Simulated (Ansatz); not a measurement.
**CaO (Fm-3m) on a mismatched substrate**

```
Ca O
1.0
     2.39744    2.39744    0.00000
    -2.39744    2.39744    0.00000
     0.00000    2.39744    2.39744
Ca O
1 1
Direct
  0.00000 0.00000 0.00000
  0.50000 0.50000 0.00000
```

This cell was relaxed by PAW under r²SCAN. A film on a (001) substrate is mimicked by stretching x and y by ε∥; the length along z and the atoms then relax by PAW (default files of Ansatz 0.2.0, cutoff 500 eV, stress met within about 0.05 GPa). Stress and levels come from r²SCAN, PAW on Ansatz 0.2.0's default frozen-core files (fitted under PBE), scalar-relativistic; k mesh 8×8×8, fixed occupations, cutoff 500 eV. Conduction levels are in eV over the valence top, at fixed fractional wave vectors.

```tsv
ε∥ (%)	ε⊥ (%)	σ∥ (GPa, tension positive)	X ⊥ z	X ∥ z	Γ	L (oblique)	2nd valence level at Γ	3rd
-2.0	1.074	-5.96	4.133	4.236	5.684	7.846	0.000	-0.081
-1.0	?	?	?	?	?	?	?	?
-0.5	0.267	-1.34	4.182	4.209	5.551	7.759	0.000	-0.019
0.0	0.000	0.00	4.199	4.199	5.496	7.729	0.000	0.000
0.5	-0.265	1.26	4.198	4.171	5.419	7.681	-0.018	-0.018
1.0	-0.524	2.43	4.197	4.144	5.339	7.634	-0.036	-0.036
2.0	-0.986	4.56	4.199	4.093	5.171	7.540	-0.067	-0.067
```

The last two columns are counted from the highest valence level at Γ.

Question: How does the film contract along z, and how stiff is it in the plane?

Answer: Quadratic fits through the 6 rows shown have slopes dε⊥/dε∥ = -0.518 and dσ∥/dε∥ = 262.6 GPa at zero strain. Elasticity asks −2C12/C11 = -0.515 and C11 + C12 − 2C12²/C11 = 260.6 GPa, from PAW constants C11 = 231.6, C12 = 59.6 GPa. At the level of the σ∥ column the films keep up to 0.05 GPa along z against the unstrained cell; this and the cubic term, which a quadratic fit over ±2 % leaves out, limit the agreement.

Question: Which shear deformation potential b does the valence splitting give?

Answer: Without spin-orbit coupling the single level moves against the pair by 3b(ε⊥ − ε∥): -0.0190 eV at ε⊥ − ε∥ = 0.00767 and 0.0182 eV at -0.00765, so b = -0.81 eV.

Question: And the uniaxial potential of the lowest valleys?

Answer: The valley along z moves against those in the plane by Ξu(ε⊥ − ε∥): from 0.0263 to -0.0266 eV between the two smallest strains, so Ξu = 3.46 eV.

Question: Fill the row at ε∥ = -1.0 %.

Answer: The fits give ε⊥ = 0.525 % and σ∥ = -2.80 GPa. Computed: ε⊥ (%) = 0.540, σ∥ (GPa, tension positive) = -2.77, X ⊥ z = 4.166, X ∥ z = 4.218, Γ = 5.601, L (oblique) = 7.788, 2nd valence level at Γ = 0.000, 3rd = -0.039. The levels have a kink at zero strain, where another valence state takes the top, so one parabola doesn't fit them.

Question: How fast does the least gap among these points move on each side of zero strain?

Answer: dE_g/dε∥ is 33 meV per % on the compressed side and -56 on the stretched side, so the gap falls either way. The lowest conduction level lies at X ⊥ z under the strongest compression and at X ∥ z under the strongest tension.

Keep in mind: frozen-core PAW files fitted under PBE, their cores solved anew for the functional of the run; semilocal gaps are low, and the spacing of valleys can be off by tenths of an eV; levels are read at fixed fractional k, so an edge that moves off these points is missed.
